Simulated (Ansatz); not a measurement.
Defect calculation, host SiC

Level of theory: DFT PBE, scalar-relativistic, plane waves, PAW in Ansatz. Run with 420 eV cutoff, 2×2×2 k-mesh, shifted by half a step, Gaussian smearing of 0.01 eV, collinear spin in charge 0 alone.

Host crystal, relaxed:

```
CELL_PARAMETERS angstrom
3.09194 0.00000 0.00000
-1.54597 2.67770 0.00000
0.00000 0.00000 5.07429
ATOMIC_POSITIONS crystal
Si 0.33333 0.66667 0.49958
Si 0.66667 0.33333 0.99958
C 0.33333 0.66667 0.87542
C 0.66667 0.33333 0.37542
```

Supercell of 36 atoms, rows in host cell vectors: 1 2 1; -2 -1 1; 1 -1 1. Atoms relax at the host's cell from a start displaced at random by 0.06 Å near the defect, so other minima may exist. The cell is small, so energies carry finite-size errors of tenths of an eV. The host's Kohn–Sham gap is 2.31 eV. Atoms are taken from and returned to the elements' standard states. Charged cells are corrected for image charges with the computed static dielectric tensor (mean 10.6) and aligned with the host's potential at far atoms (alignment terms reach 0.10 eV; the program doubts the alignment in some charges, where it is up to 0.02 eV). No band-filling term is added, and the Fermi level counts from the host's valence band top.

The defect is an interstitial at (0.000, 0.000, 0.208) of the host cell.

| charge | E_f at the valence band top (eV) | over the neutral state (eV) | moment (μB) | largest move (Å) | atoms near the site |
| --- | --- | --- | --- | --- | --- |
| +1 | 1.19 | -1.63 | 0.00 | 0.86 | 1 C at 1.12 Å |
| 0 | 2.82 | 0.00 | 1.00 | 0.28 | 3 Si at 1.93 Å, 1 C at 2.12 Å, 2 C at 2.13 Å, 3 C at 2.30 Å |
| -1 | 3.51 | 0.69 | 0.00 | 0.41 | 3 Si at 1.78 Å, 3 C at 2.22 Å, 3 C at 2.26 Å |

Among the charges computed the stable one is +1 at the valence band top, changing to -1 at 1.16 eV. Other sites of the defect weren't tried.

**Question.** Which element is it? Judge by the nearest distance in charge 0 and covalent radii.
A. Sc
B. Bi
C. Pb
D. H
E. V

**Answer.** D. The nearest neighbour is Si at 1.93 Å, and the summed covalent radii with Si are 2.59 Å for Bi, 1.42 Å for H, 2.57 Å for Pb, 2.81 Å for Sc, 2.64 Å for V, so H fits best. Bonds can miss such sums by a tenth of an ångström or more.